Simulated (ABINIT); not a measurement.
The system is CsSnI3.

```xyz
5
Lattice="6.2057 0.0000 0.0000 0.0000 6.2057 0.0000 0.0000 0.0000 6.2057" Properties=species:S:1:pos:R:3 pbc="T T T"
Cs    0.0000    0.0000    0.0000
I     3.1029    3.1029    0.0000
I     3.1029    0.0000    3.1029
I     0.0000    3.1029    3.1029
Sn    3.1029    3.1029    3.1029
```

Program: ABINIT 10.8.3 (patched build). Alike in all runs: no spin polarisation; cell as given; smearing fermi-dirac 0.05 eV. Hardware: 1 thread of Intel(R) Xeon(R) Processor @ 2.70GHz, with other jobs on the host.

**Question.** Order these runs on this cell by their wall time, lowest first.
A. task single point; level LDA; potentials or basis JTH PAW LDA v2.0; k mesh 6 × 6 × 6; cutoff (eV) 544; fine-grid cutoff 1088.46 eV
B. task single point; level LDA; potentials or basis JTH PAW LDA v2.0; k mesh 4 × 4 × 4; cutoff (eV) 544; fine-grid cutoff 1088.46 eV
C. task band structure; level WC; potentials or basis JTH PAW PBE v2.0; k mesh 5 × 5 × 5; cutoff (eV) 599; fine-grid cutoff 1197.3 eV

**Answer.** B (80 s), A (200 s), C (690 s).

Caveats: the cell was measured hot, at 500 K.

Not every run made on this cell is shown here.
